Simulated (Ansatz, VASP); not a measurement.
One calculation of KF, two programs

```xyz
2
Lattice="0.0000 2.6719 2.6719 2.6719 0.0000 2.6719 2.6719 2.6719 0.0000" Properties=species:S:1:pos:R:3 pbc="T T T"
K     0.0000    0.0000    0.0000
F     2.6719    2.6719    2.6719
```

Alike in both runs: task relaxation of cell and atoms; functional PBEsol; k mesh 8 × 8 × 8; occupations gaussian, width 0.02 eV; no spin polarisation.

|  | VASP | Ansatz |
| --- | --- | --- |
| version | VASP 6.6.1 | Ansatz 0.2.0 |
| potentials or method | VASP PAW PBE potentials, release 64 (K_sv, F) | scalar-relativistic, plane waves, PAW |
| plane-wave cutoff (eV) | 600 | 420 |
| valence electrons in the cell | 16 | 16 |

```csv
,VASP,Ansatz,Ansatz less VASP
"gap on the k mesh at the Fermi level, each at its own relaxed structure (eV)",6.13,6.15,+0.014
relaxed volume (Å³/atom),18.69,18.70,+0.005
relaxed cell length with the largest relative difference (Å),3.753,3.754,+0.0004
```

Caveats: the PAW data sets were made with another functional, which shifts forces and pressure a little (VASP). PBEsol gaps usually lie below the measured ones, often by a third to a half. A k mesh can miss the band edges.
